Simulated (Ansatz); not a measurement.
W (Fm-3m), clamped-ion strain scan

These are results of DFT PBE, scalar-relativistic, plane waves, PAW in Ansatz 0.2.0, not measurements. Cutoff 420 eV, Γ-centred 20×20×20 k-points, Gaussian smearing of 0.15 eV. Spin–orbit coupling is left out, which can shift energies with elements as heavy as these. No spin polarisation. Energies are free energies at this smearing, counted from the undisturbed cell; pressure is positive in compression.

The undisturbed cell (as given, not relaxed at this level; it stands at -4.6 GPa; this fcc form isn't the usual structure):

```
W
1.0
     0.00000    2.03000    2.03000
     2.03000    0.00000    2.03000
     2.03000    2.03000    0.00000
W
1
Direct
  0.00000 0.00000 0.00000
```

The cell is strained by ε times the Voigt pattern (0, 0, 1, 0, 0, 0) (xx, yy, zz, yz, xz, xy; engineering shear) with fractional coordinates fixed. The cell is metallic on the mesh throughout.

```
      ε  ΔE (meV/atom) stress summed along the pattern (GPa, tension positive) pressure (GPa)
-0.0400          -15.5                                                     2.11             7.0
-0.0300          -12.7                                                     3.16             3.9
-0.0200           -9.0                                                     3.89             0.9
-0.0100           -4.7                                                     4.33            -1.9
 0.0000            0.0                                                     4.62            -4.6
 0.0100            5.0                                                     5.01            -7.2
 0.0200           10.6                                                     5.72            -9.6
 0.0300           17.1                                                     6.82           -12.0
 0.0350           20.8                                                     7.50           -13.1
 0.0400           24.9                                                     8.25           -14.2
```